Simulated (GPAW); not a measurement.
# BN (F-43m) in GPAW: settings compared

The runs below take BN through single point, with HSE06, PBE.

All numbers are computed with GPAW 26.7.0; they aren't measurements. Logs are shortened: lines on timing, memory, paths and dates and some standing lists are left out, and cuts for length are marked. The log counts tension as positive stress, the text compression.

**What was measured.**

A printed reference work, monograph reports, for a bulk crystal of BN at 300 K: band gap 6.4 eV (indirect).

The runs below are set against these values where they give the same quantity.

## Step 1: The structure

The structure is cubic, space group F-43m (No. 216). Conventional cell: a = 3.626 Å, b = 3.626 Å, c = 3.626 Å, α = 90.00°, β = 90.00°, γ = 90.00°. Around N (site symmetry -43m) lie 4 B at 1.57 Å. Around B (site symmetry -43m) lie 4 N at 1.57 Å.

The cell is a database's computed one.

## Step 2: Single point, HSE06

File run.py:

```python
from ase import Atoms
from ase.dft.bandgap import bandgap
from ase.io import write
from ase.parallel import parprint
from gpaw import GPAW, PW

atoms = Atoms(['N', 'B'],
              cell=[[0.0, 1.813001, 1.813001],
                    [1.813001, 0.0, 1.813001],
                    [1.813001, 1.813001, 0.0]],
              scaled_positions=[[0.25, 0.25, 0.25],
                                [0.0, 0.0, 0.0]],
              pbc=True)

calc = GPAW(mode=PW(600),
            xc='HSE06',
            kpts={'size': (8, 8, 8), 'gamma': True},
            occupations={'name': 'fermi-dirac', 'width': 0.05},
            nbands=9,
            convergence={'density': 1e-05, 'energy': 1e-05},
            maxiter=60,
            txt='gpaw.txt')
atoms.calc = calc
energy = atoms.get_potential_energy()
forces = atoms.get_forces()
calc.write('gs.gpw')
write('result.traj', atoms)
parprint(f'Energy: {energy:.6f} eV')
parprint('Forces (eV/A):')
parprint(forces.round(4))
parprint('Fermi level:', round(calc.get_fermi_level(), 4), 'eV')
parprint(f'Gap: {bandgap(calc)[0]:.4f} eV, direct: {bandgap(calc, direct=True)[0]:.4f} eV')
```

Potentials or basis: GPAW PAW data sets (gpaw-data 1.2.1), pw.

Command:

```sh
> OMP_NUM_THREADS=1 mpirun -n 8 gpaw python run.py
```

gpaw.txt:

```text
__  _  _
 | _ |_)|_||  |
 |__||  | ||/\| - 26.7.0

Input parameters:
  mode=PW(ecut=600.0),
  convergence={'density': 1e-05, 'energy': 1e-05},
  kpts=MonkhorstPack(size=(8, 8, 8), gamma=True),
  maxiter=60,
  nbands=9,
  occupations=Occupations(name='fermi-dirac', width=0.05),
  xc=XC(name='HSE06')

Diagonalizing LCAO Hamiltonian
Converting LCAO to pw mode

          N
       B

Atoms  # Å, Bohr magnetons
|   | symbol |        x |        y |        z |    initial magnetic moments |
|---|--------|----------|----------|----------|-----------------------------|
| 0 |      N | 0.906501 | 0.906501 | 0.906501 | ( 0.0000,  0.0000,  0.0000) |
| 1 |      B | 0.000000 | 0.000000 | 0.000000 | ( 0.0000,  0.0000,  0.0000) |

Unit cell  # Å
| periodic |        x |        y |        z |  lengths |    angles |
|----------|----------|----------|----------|----------|-----------|
|      yes | 0.000000 | 1.813001 | 1.813001 | 2.563971 | 60.000000 |
|      yes | 1.813001 | 0.000000 | 1.813001 | 2.563971 | 60.000000 |
|      yes | 1.813001 | 1.813001 | 0.000000 | 2.563971 | 60.000000 |

Number of symmetries: 24
Symmetry operations  # r_c * U_cc + t_c -> r_c
|    | kind |            matrix            |
|----|------|------------------------------|
|  0 |  E   |  1, 0, 0,  0, 1, 0,  0, 0, 1 |
|  1 |  σ   |  1, 0, 0,  0, 0, 1,  0, 1, 0 |
|  2 |  σ   |  1, 0,-1,  0, 1,-1,  0, 0,-1 |
|  3 |  C3  |  1, 0,-1,  0, 0,-1,  0, 1,-1 |
|  4 |  C3  |  1,-1, 0,  0,-1, 1,  0,-1, 0 |
|  5 |  σ   |  1,-1, 0,  0,-1, 0,  0,-1, 1 |
|  6 |  σ   |  0, 1, 0,  1, 0, 0,  0, 0, 1 |
|  7 |  C3  |  0, 1, 0,  0, 0, 1,  1, 0, 0 |
|  8 |  C2  |  0, 1,-1,  1, 0,-1,  0, 0,-1 |
|  9 |  S4  |  0, 1,-1,  0, 0,-1,  1, 0,-1 |
| 10 |  C3  |  0, 0, 1,  1, 0, 0,  0, 1, 0 |
| 11 |  σ   |  0, 0, 1,  0, 1, 0,  1, 0, 0 |
| 12 |  S4  |  0, 0,-1,  1, 0,-1,  0, 1,-1 |
| 13 |  C3  |  0, 0,-1,  0, 1,-1,  1, 0,-1 |
| 14 |  S4  |  0,-1, 1,  1,-1, 0,  0,-1, 0 |
| 15 |  C2  |  0,-1, 1,  0,-1, 0,  1,-1, 0 |
| 16 |  C3  |  0,-1, 0,  1,-1, 0,  0,-1, 1 |
| 17 |  S4  |  0,-1, 0,  0,-1, 1,  1,-1, 0 |
| 18 |  S4  | -1, 1, 0, -1, 0, 1, -1, 0, 0 |
| 19 |  C3  | -1, 1, 0, -1, 0, 0, -1, 0, 1 |
| 20 |  C3  | -1, 0, 1, -1, 1, 0, -1, 0, 0 |
| 21 |  S4  | -1, 0, 1, -1, 0, 0, -1, 1, 0 |
| 22 |  σ   | -1, 0, 0, -1, 1, 0, -1, 0, 1 |
| 23 |  C2  | -1, 0, 0, -1, 0, 1, -1, 1, 0 |

BZ-sampling:
  Number of BZ points: 512
  Number of IBZ points: 29

  Monkhorst-Pack size: [8, 8, 8]
  Monkhorst-Pack shift: [0.0625, 0.0625, 0.0625]

K-points  # in reciprocal-cell coordinates
|     |                                coordinates |     weight |
|-----|--------------------------------------------|------------|
|   0 | (  0.00000000,   0.00000000,   0.00000000) | 0.00195312 |
|   1 | (  0.12500000,   0.12500000,   0.00000000) | 0.01171875 |
|   2 | (  0.12500000,   0.12500000,   0.12500000) | 0.01562500 |
|   3 | (  0.25000000,   0.12500000,   0.12500000) | 0.02343750 |
|   4 | (  0.25000000,   0.25000000,   0.00000000) | 0.01171875 |
|   5 | (  0.25000000,   0.25000000,   0.12500000) | 0.04687500 |
|   6 | (  0.25000000,   0.25000000,   0.25000000) | 0.01562500 |
|   7 | (  0.37500000,   0.25000000,  -0.37500000) | 0.04687500 |
|   8 | (  0.37500000,   0.25000000,   0.12500000) | 0.04687500 |
|   9 | (  0.37500000,   0.25000000,   0.25000000) | 0.04687500 |
| ... |                                            |            |
|  28 | (  0.50000000,   0.50000000,   0.50000000) | 0.00781250 |

Plane wave coefficients: 415
Cutoff: 600.0 eV

Spin-components: 1 (collinear spins)
Bands:           9
Projectors:      10
Spin-degeneracy: 2
Datatype:        complex128

Parallelization:
  kpt:    8
  domain: 1
  band:   1

Density:
  Valence electrons: 8.0
  Components: 1
  Grid points: [15 15 15]
  Charge: 0.0  # |e|

Potential:
  Grid points: [15 15 15]

species:
  N:
    name:    Nitrogen
    Z:       7.0
    valence: 5
    core:    2
    charge:  0.0  # [|e|]
    compensation charges:
      type: gauss
      rc: 0.18  # [Å]
      lmax: 2
    cutoffs:
      filter: 1.11  # [Å]
      core: 0.96  # [Å]
    projectors
    | kind |    occ | energy [eV] | rcut [Å] |
    |------|--------|-------------|----------|
    |   2s |  2.000 |     -18.583 |    0.603 |
    |   2p |  3.000 |      -7.089 |    0.529 |
    |    s |        |       8.629 |    0.603 |
    |    p |        |      20.123 |    0.529 |
    |    d |        |       0.000 |    0.577 |

    Using partial waves for N as LCAO basis

  B:
    name:    Boron
    Z:       5.0
    valence: 3
    core:    2
    charge:  0.0  # [|e|]
    compensation charges:
      type: gauss
      rc: 0.20  # [Å]
      lmax: 2
    cutoffs:
      filter: 1.14  # [Å]
      core: 1.38  # [Å]
    projectors
    | kind |    occ | energy [eV] | rcut [Å] |
    |------|--------|-------------|----------|
    |   2s |  2.000 |      -9.443 |    0.635 |
    |   2p |  1.000 |      -3.606 |    0.635 |
    |    s |        |      17.768 |    0.635 |
    |    p |        |      23.605 |    0.635 |
    |    d |        |       0.000 |    0.635 |

    Using partial waves for B as LCAO basis

Reference energy: -2151.211071  # eV

eigensolver:
  PPCG
  Converge bands: occupied
  niter=2

density mixing:
  MSR1-Mixer
  Pratt-step length: 0.05
  Maximum mixing coefficient: 0.75
  Old densities: 10
  SVD Regularization: 0.005
  Good broyden scale: 1.0
  Trust region scale: 1.0
  Backstep threshold: 4.0
  History deletion threshold: 6.0
  Fourier metric: weight=20.0, sigma=0.015

occupation numbers:
  Fermi-Dirac:
    width: 0.0500  # eV

poisson solver:
  ecut: 4800.0  # eV

xc functional:
  name: HYB_GGA_XC_HSE06 with 2 nearest neighbor stencil

convergence criteria:
- Maximum integral of absolute [dens]ity change: 1e-05 electrons / valence electron
- Maximum [total energy] change in last 3 cyles: 1e-05 eV / valence electron
- Maximum integral of absolute [eigenst]ate change: 4e-08 eV^2 / valence electron
maximum number of iterations: 60

IBZ(<points: 29, symmetries: 24>)
Occupied bands: 4
SCF iterations
|iter     | |      energy | eigst |  dens |
|---------|-|-------------|-------|-------|
|iter:   1| |  -88.377184 | +0.27 |       |
|iter:   2| |  -20.137747 | -1.07 | -0.62 |
|iter:   3| |  -19.691188 | -1.66 | -0.73 |
|iter:   4| |  -19.440138 | -1.65 | -0.92 |
|iter:   5| |  -19.486913 | -1.83 | -1.33 |
|iter:   6| |  -19.457237 | -3.41 | -1.49 |
|iter:   7| |  -19.440023 | -3.06 | -1.67 |
|iter:   8| |  -19.441955 | -4.50 | -2.16 |
|iter:   9| |  -19.441007 | -4.28 | -2.29 |
|iter:  10| |  -19.440864 | -4.48 | -2.60 |
|iter:  11| |  -19.440912 | -6.21 | -3.39 |
|iter:  12| |  -19.440911c| -6.64 | -3.35 |
|iter:  13| |  -19.440881c| -6.65 | -3.69 |
|iter:  14| |  -19.440906c| -6.85 | -4.08 |
|iter:  15| |  -19.440906c| -8.15c| -4.88 |
|iter:  16| |  -19.440906c| -8.07c| -4.97 |
|iter:  17| |  -19.440901c| -7.57c| -5.10c|

Converged in 17 steps
Energy contributions relative to reference atoms: (reference = -2151.211071)

Energy contributions:
  Kinetic:          12.354150
  Coulomb:         -11.566966
  Zero:             -0.009960
  External:          0.000000
  Xc:               48.852366
  Entropy:          -0.000000
  Spinorbit:         0.000000
  Hybrid_Xc_Cc:       -47.453491
  Hybrid_Xc_Vc:        -2.103338
  Hybrid_Xc_Vv:       -19.513662
  ----------------------------
  Free energy:     -19.440901
  Extrapolated:    -19.440901

dipole moment: (-7.306180, -7.306180, -7.306180)  # |e|*Ang

Fermi level: 11.060
Eigenvalues  # (at kpt = [0.000, 0.000, 0.000])
| band index |      eig [eV] | occ [0-2] |
|------------|---------------|-----------|
|          0 |       -12.837 |     2.000 |
|          1 |         9.120 |     2.000 |
|          2 |         9.120 |     2.000 |
|          3 |         9.120 |     2.000 |
|          4 |        19.641 |     0.000 |
|          5 |        19.641 |     0.000 |
|          6 |        19.641 |     0.000 |
|          7 |        21.158 |     0.000 |
|          8 |        35.744 |     0.000 |

Gap: 5.860 eV
Transition (v -> c):
  (s=0, k=0, n=3, [0.00, 0.00, 0.00]) -> (s=0, k=24, n=4, [0.50, 0.50, 0.00])
Direct/indirect transitions are different
Direct gap: 10.520 eV
Transition at: (s=0, k=0, n=3, [0.00, 0.00, 0.00])

Forces  # eV/Ang
|        x |       y |        z |
|----------|---------|----------|
|  0.00000 | 0.00000 | -0.00000 |  # N    0
| -0.00000 | 0.00000 | -0.00000 |  # B    1

# Writing to gs.gpw (mode='')
```

Run time: 10 min. Hardware: 8 MPI ranks of Intel Xeon 6975P-C (Granite Rapids), shared host; peak memory 0.19 GiB.

Results:

```yaml
Free_energy: -19.4409 eV
Band_gap_on_the_k_mesh: 5.86 eV, indirect (least direct gap 10.52 eV)
```

Caveat: the PAW data sets were made with another functional, which shifts forces and pressure a little.

## Step 3: Single point, PBE

File run.py:

```python
from ase import Atoms
from ase.dft.bandgap import bandgap
from ase.io import write
from ase.units import GPa
from gpaw import GPAW, PW

atoms = Atoms(['N', 'B'],
              cell=[[0.0, 1.813001, 1.813001],
                    [1.813001, 0.0, 1.813001],
                    [1.813001, 1.813001, 0.0]],
              scaled_positions=[[0.25, 0.25, 0.25],
                                [0.0, 0.0, 0.0]],
              pbc=True)

calc = GPAW(mode=PW(600),
            xc='PBE',
            kpts={'size': (10, 10, 10), 'gamma': True},
            occupations={'name': 'fermi-dirac', 'width': 0.05},
            nbands=11,
            maxiter=120,
            txt='gpaw.txt')
atoms.calc = calc
energy = atoms.get_potential_energy()
forces = atoms.get_forces()
stress = atoms.get_stress()
calc.write('gs.gpw')
write('result.traj', atoms)
print(f'Energy: {energy:.6f} eV')
print('Forces (eV/A):')
print(forces.round(4))
print('Stress (GPa):', (stress / GPa).round(3))
print('Fermi level:', round(calc.get_fermi_level(), 4), 'eV')
print(f'Gap: {bandgap(calc)[0]:.4f} eV, direct: {bandgap(calc, direct=True)[0]:.4f} eV')
```

Potentials or basis: GPAW PAW data sets (gpaw-data 1.2.1), pw.

Command:

```sh
> OMP_NUM_THREADS=1 python run.py
```

gpaw.txt:

```text
__  _  _
 | _ |_)|_||  |
 |__||  | ||/\| - 26.7.0

Input parameters:
  mode=PW(ecut=600.0),
  kpts=MonkhorstPack(size=(10, 10, 10), gamma=True),
  maxiter=120,
  nbands=11,
  occupations=Occupations(name='fermi-dirac', width=0.05),
  xc=XC(name='PBE')

Diagonalizing LCAO Hamiltonian
Converting LCAO to pw mode

          N
       B

Atoms  # Å, Bohr magnetons
|   | symbol |        x |        y |        z |    initial magnetic moments |
|---|--------|----------|----------|----------|-----------------------------|
| 0 |      N | 0.906501 | 0.906501 | 0.906501 | ( 0.0000,  0.0000,  0.0000) |
| 1 |      B | 0.000000 | 0.000000 | 0.000000 | ( 0.0000,  0.0000,  0.0000) |

Unit cell  # Å
| periodic |        x |        y |        z |  lengths |    angles |
|----------|----------|----------|----------|----------|-----------|
|      yes | 0.000000 | 1.813001 | 1.813001 | 2.563971 | 60.000000 |
|      yes | 1.813001 | 0.000000 | 1.813001 | 2.563971 | 60.000000 |
|      yes | 1.813001 | 1.813001 | 0.000000 | 2.563971 | 60.000000 |

Number of symmetries: 24
Symmetry operations  # r_c * U_cc + t_c -> r_c
|    | kind |            matrix            |
|----|------|------------------------------|
|  0 |  E   |  1, 0, 0,  0, 1, 0,  0, 0, 1 |
|  1 |  σ   |  1, 0, 0,  0, 0, 1,  0, 1, 0 |
|  2 |  σ   |  1, 0,-1,  0, 1,-1,  0, 0,-1 |
|  3 |  C3  |  1, 0,-1,  0, 0,-1,  0, 1,-1 |
|  4 |  C3  |  1,-1, 0,  0,-1, 1,  0,-1, 0 |
|  5 |  σ   |  1,-1, 0,  0,-1, 0,  0,-1, 1 |
|  6 |  σ   |  0, 1, 0,  1, 0, 0,  0, 0, 1 |
|  7 |  C3  |  0, 1, 0,  0, 0, 1,  1, 0, 0 |
|  8 |  C2  |  0, 1,-1,  1, 0,-1,  0, 0,-1 |
|  9 |  S4  |  0, 1,-1,  0, 0,-1,  1, 0,-1 |
| 10 |  C3  |  0, 0, 1,  1, 0, 0,  0, 1, 0 |
| 11 |  σ   |  0, 0, 1,  0, 1, 0,  1, 0, 0 |
| 12 |  S4  |  0, 0,-1,  1, 0,-1,  0, 1,-1 |
| 13 |  C3  |  0, 0,-1,  0, 1,-1,  1, 0,-1 |
| 14 |  S4  |  0,-1, 1,  1,-1, 0,  0,-1, 0 |
| 15 |  C2  |  0,-1, 1,  0,-1, 0,  1,-1, 0 |
| 16 |  C3  |  0,-1, 0,  1,-1, 0,  0,-1, 1 |
| 17 |  S4  |  0,-1, 0,  0,-1, 1,  1,-1, 0 |
| 18 |  S4  | -1, 1, 0, -1, 0, 1, -1, 0, 0 |
| 19 |  C3  | -1, 1, 0, -1, 0, 0, -1, 0, 1 |
| 20 |  C3  | -1, 0, 1, -1, 1, 0, -1, 0, 0 |
| 21 |  S4  | -1, 0, 1, -1, 0, 0, -1, 1, 0 |
| 22 |  σ   | -1, 0, 0, -1, 1, 0, -1, 0, 1 |
| 23 |  C2  | -1, 0, 0, -1, 0, 1, -1, 1, 0 |

BZ-sampling:
  Number of BZ points: 1000
  Number of IBZ points: 47

  Monkhorst-Pack size: [10, 10, 10]
  Monkhorst-Pack shift: [0.05, 0.05, 0.05]

K-points  # in reciprocal-cell coordinates
|     |                                coordinates |     weight |
|-----|--------------------------------------------|------------|
|   0 | (  0.00000000,   0.00000000,   0.00000000) | 0.00100000 |
|   1 | (  0.10000000,   0.10000000,   0.00000000) | 0.00600000 |
|   2 | (  0.10000000,   0.10000000,   0.10000000) | 0.00800000 |
|   3 | (  0.20000000,   0.10000000,   0.10000000) | 0.01200000 |
|   4 | (  0.20000000,   0.20000000,   0.00000000) | 0.00600000 |
|   5 | (  0.20000000,   0.20000000,   0.10000000) | 0.02400000 |
|   6 | (  0.20000000,   0.20000000,   0.20000000) | 0.00800000 |
|   7 | (  0.30000000,   0.20000000,   0.10000000) | 0.02400000 |
|   8 | (  0.30000000,   0.20000000,   0.20000000) | 0.02400000 |
|   9 | (  0.30000000,   0.30000000,   0.00000000) | 0.00600000 |
| ... |                                            |            |
|  46 | (  0.50000000,   0.50000000,   0.50000000) | 0.00400000 |

Plane wave coefficients: 411
Cutoff: 600.0 eV

Spin-components: 1 (collinear spins)
Bands:           11
Projectors:      10
Spin-degeneracy: 2
Datatype:        complex128

Parallelization:
  kpt:    1
  domain: 1
  band:   1

Density:
  Valence electrons: 8.0
  Components: 1
  Grid points: [15 15 15]
  Charge: 0.0  # |e|

Potential:
  Grid points: [15 15 15]

species:
  N:
    name:    Nitrogen
    Z:       7.0
    valence: 5
    core:    2
    charge:  0.0  # [|e|]
    compensation charges:
      type: gauss
      rc: 0.18  # [Å]
      lmax: 2
    cutoffs:
      filter: 1.11  # [Å]
      core: 0.96  # [Å]
    projectors
    | kind |    occ | energy [eV] | rcut [Å] |
    |------|--------|-------------|----------|
    |   2s |  2.000 |     -18.583 |    0.603 |
    |   2p |  3.000 |      -7.089 |    0.529 |
    |    s |        |       8.629 |    0.603 |
    |    p |        |      20.123 |    0.529 |
    |    d |        |       0.000 |    0.577 |

    Using partial waves for N as LCAO basis

  B:
    name:    Boron
    Z:       5.0
    valence: 3
    core:    2
    charge:  0.0  # [|e|]
    compensation charges:
      type: gauss
      rc: 0.20  # [Å]
      lmax: 2
    cutoffs:
      filter: 1.14  # [Å]
      core: 1.38  # [Å]
    projectors
    | kind |    occ | energy [eV] | rcut [Å] |
    |------|--------|-------------|----------|
    |   2s |  2.000 |      -9.443 |    0.635 |
    |   2p |  1.000 |      -3.606 |    0.635 |
    |    s |        |      17.768 |    0.635 |
    |    p |        |      23.605 |    0.635 |
    |    d |        |       0.000 |    0.635 |

    Using partial waves for B as LCAO basis

Reference energy: -2151.211071  # eV

eigensolver:
  PPCG
  Converge bands: occupied
  niter=2

density mixing:
  MSR1-Mixer
  Pratt-step length: 0.05
  Maximum mixing coefficient: 0.75
  Old densities: 10
  SVD Regularization: 0.005
  Good broyden scale: 1.0
  Trust region scale: 1.0
  Backstep threshold: 4.0
  History deletion threshold: 6.0
  Fourier metric: weight=20.0, sigma=0.015

occupation numbers:
  Fermi-Dirac:
    width: 0.0500  # eV

poisson solver:
  ecut: 4800.0  # eV

xc functional:
  name: PBE with 2 nearest neighbor stencil

convergence criteria:
- Maximum [total energy] change in last 3 cyles: 0.0005 eV / valence electron
- Maximum integral of absolute [dens]ity change: 0.0001 electrons / valence electron
- Maximum integral of absolute [eigenst]ate change: 4e-08 eV^2 / valence electron
maximum number of iterations: 120

SCF iterations
|iter     | |      energy | eigst |  dens |
|---------|-|-------------|-------|-------|
|iter:   1| |  -18.114678 | +0.06 |       |
|iter:   2| |  -17.949524 | -2.14 | -0.75 |
|iter:   3| |  -17.329988 | -1.41 | -0.79 |
|iter:   4| |  -17.322454 | -3.00 | -1.38 |
|iter:   5| |  -17.322092 | -3.51 | -1.83 |
|iter:   6| |  -17.322154c| -5.49 | -2.59 |
|iter:   7| |  -17.322154c| -7.16 | -3.56 |
|iter:   8| |  -17.322154c| -8.93c| -4.30c|

Converged in 8 steps
Energy contributions relative to reference atoms: (reference = -2151.211071)

Energy contributions:
  Kinetic:          14.594008
  Coulomb:         -13.804903
  Zero:              0.000182
  External:          0.000000
  Xc:              -18.111440
  Entropy:          -0.000000
  Spinorbit:         0.000000
  ----------------------------
  Free energy:     -17.322154
  Extrapolated:    -17.322154

dipole moment: (-7.320909, -7.320909, -7.320909)  # |e|*Ang

Fermi level: 12.171
Eigenvalues  # (at kpt = [0.000, 0.000, 0.000])
| band index |      eig [eV] | occ [0-2] |
|------------|---------------|-----------|
|          0 |       -10.185 |     2.000 |
|          1 |         9.961 |     2.000 |
|          2 |         9.961 |     2.000 |
|          3 |         9.961 |     2.000 |
|          4 |        18.744 |     0.000 |
|          5 |        18.744 |     0.000 |
|          6 |        18.744 |     0.000 |
|          7 |        20.144 |     0.000 |
|          8 |        34.548 |     0.000 |
|          9 |        37.788 |     0.000 |
|         10 |        37.986 |     0.000 |

Gap: 4.445 eV
Transition (v -> c):
  (s=0, k=0, n=3, [0.00, 0.00, 0.00]) -> (s=0, k=41, n=4, [0.50, 0.50, 0.00])
Direct/indirect transitions are different
Direct gap: 8.782 eV
Transition at: (s=0, k=0, n=3, [0.00, 0.00, 0.00])

Forces  # eV/Ang
|        x |        y |       z |
|----------|----------|---------|
|  0.00000 | -0.00000 | 0.00000 |  # N    0
| -0.00000 |  0.00000 | 0.00000 |  # B    1

Stress tensor  # eV/Ang^3
|         x |         y |         z |
|-----------|-----------|-----------|
|  0.078464 | -0.000000 | -0.000000 |
| -0.000000 |  0.078464 |  0.000000 |
| -0.000000 |  0.000000 |  0.078464 |

# Writing to gs.gpw (mode='')
```

Run time: 4.9 s. Hardware: 1 thread of Intel Xeon Platinum 8488C (Sapphire Rapids), shared host; peak memory 0.13 GiB.

What came out:

- Free energy: -17.3222 eV
- Pressure: -12.6 GPa
- Band gap on the k mesh: 4.44 eV, indirect (least direct gap 8.78 eV)

Caveat: the cutoff is short for stress and forces, so pressures can be off by a GPa or more.

## Step 4: Against experiment

Step 2. Measured gap of BN: 6.4 eV (indirect; 300 K; a printed reference work, monograph). This calculation gives 5.86 eV (-0.54 eV). The value is that of HSE06 on a finite k mesh, which can miss the band edges, without temperature or zero-point motion. The cell is a database's relaxed one, not the measured one, which moves gaps too.

Step 3. Measured gap of BN: 6.4 eV (indirect; 300 K; a printed reference work, monograph). This calculation gives 4.44 eV (-1.96 eV). The value is that of PBE on a finite k mesh, which can miss the band edges, without temperature or zero-point motion. Semilocal functionals fall short of measured gaps as a rule. The cell is a database's relaxed one, not the measured one, which moves gaps too.
